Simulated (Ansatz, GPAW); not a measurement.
Pd: programs and potentials compared

```
Pd
1.0
    -1.57228    1.57228    1.57228
     1.57228   -1.57228    1.57228
     1.57228    1.57228   -1.57228
Pd
1
Cartesian
  0.0000 0.0000 0.0000
```

This isn't the form of Pd at room conditions, which is fcc.

Alike in all runs: task electron localisation function; functional PBEsol; dispersion D4; k mesh 12 × 12 × 12; occupations fermi-dirac, width 0.02 eV; no spin polarisation; no spin-orbit coupling. Pressure is positive in compression and, in plane waves, holds the error of the finite cutoff, which Ansatz's Pulay term estimates and takes out.

```tsv
program and potentials	plane-wave cutoff (eV)	notes	band gap (eV)	pressure (GPa)
Ansatz, Ansatz PAW	420	potentials made for PBE, which Ansatz adapts in part; 18 valence electrons an atom on average	?	?
GPAW, PAW data sets generated for this functional	600	16 valence electrons an atom on average	no gap	-12.33
Ansatz, PAW datasets made for the crystal	280	10 valence electrons an atom on average	no gap	-12.76
```

Q: Estimate from the other rows what the run with Ansatz, Ansatz PAW gave.

A: No band gap; pressure -12.70 GPa. Its pressure holds a Pulay term of +0.04 GPa. The other rows, which needn't bracket it: pressure -12.76 to -12.33.
